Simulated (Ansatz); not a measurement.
## Compressing InAs: a fit and a missing row

InAs, F-43m, a = 6.186 Å. Ansatz: PBE, PAW, 420 eV, Γ-centred 12×12×12 mesh on 2 atoms, Gaussian smearing 0.10 eV; no spin polarisation. Symmetry fixes shape and atoms, so the cell is only scaled; pressure is positive in compression.

| V (Å³/atom) | P (GPa) |
| --- | --- |
| 27.819 | 3.48 |
| 28.707 | ? |
| 29.594 | 0.00 |
| 30.482 | -1.33 |
| 31.370 | -2.45 |

Problem. Take V0 = 29.594 Å³/atom, fit the third-order Birch–Murnaghan form to the other rows, and predict the missing pressure.

Solution. With the Eulerian strain f = ½[(V0/V)^(2/3) − 1] and y = P/[3f(1 + 2f)^(5/2)], the form is the line y = B0 + 1.5 B0 (B0′ − 4) f. Rows (f, y): 0.02105, 49.7; -0.00976, 47.7; -0.01905, 47.2. Means f = -0.002587, y = 48.200; Σ(Δf)² = 0.0008812, ΣΔfΔy = 0.05550; the slope is their ratio. y = 48.36 + 62.99 f GPa, so B0 = 48.4 GPa and B0′ = 4 + 2 × (62.99)/(3 × 48.36) = 4.87. At V = 28.707, f = 0.01025, y = 49.01 and P = 1.59 GPa. The run gave 1.59 GPa, the same to the digits shown.